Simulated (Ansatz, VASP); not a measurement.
One calculation of Si, two programs

Contents of INCAR:

```
SYSTEM = Si
ALGO = Normal
EDIFF = 1E-7
ENCUT = 520
GGA = PE
ISIF = 2
ISMEAR = 0
LASPH = .TRUE.
LCHARG = .FALSE.
LREAL = .FALSE.
LWAVE = .FALSE.
NBANDS = 11
NELM = 80
PREC = Accurate
SIGMA = 0.05
```

The input KPOINTS:

```
k-points
0
G
  14 14 14
  0 0 0
```

The input POSCAR:

```
Si
1.0
    0.0000000000      2.7273824422      2.7273824422
    2.7273824422      0.0000000000      2.7273824422
    2.7273824422      2.7273824422      0.0000000000
Si
2
Direct
    0.5000000000      0.5000000000      0.5000000000
    0.7500000000      0.7500000000      0.7500000000
```

Input for Ansatz:

```yaml
crystal:
  lattice:
    - [0.0, 2.7273824421, 2.7273824421]
    - [2.7273824421, 0.0, 2.7273824421]
    - [2.7273824421, 2.7273824421, 0.0]
  atoms:
    - { symbol: Si, position: [0.5, 0.5, 0.5] }
    - { symbol: Si, position: [0.75, 0.75, 0.75] }
basis:
  ecutwfc: 420
  ecutrho_ratio: 4
kpoints:
  mp_grid: { grid: [14, 14, 14] }
hamiltonian:
  xc: pbe
scf:
  occupations: { method: gaussian, width: 0.05 }
output:
  forces: true
  stress: true
  eigenvalues: true
```

Alike in both runs: task single point; functional PBE; k mesh 14 × 14 × 14; occupations gaussian, width 0.05 eV; no spin polarisation.

|  | VASP | Ansatz |
| --- | --- | --- |
| version | VASP 6.6.1 | Ansatz 0.2.0 |
| potentials or method | VASP PAW PBE potentials, release 64 (Si) | scalar-relativistic, plane waves, PAW |
| plane-wave cutoff (eV) | 520 | 420 |
| valence electrons in the cell | 8 | 8 |

```csv
,VASP,Ansatz,Ansatz less VASP
gap on the k mesh at the Fermi level (eV),0.60,0.60,-0.002
least direct gap on the mesh (eV),2.56,2.56,-0.005
pressure (GPa),0.7,0.8,+0.08
```

The functional is the same, so the differences come from potentials, cutoffs and numerics.

A k mesh can miss the band edges.
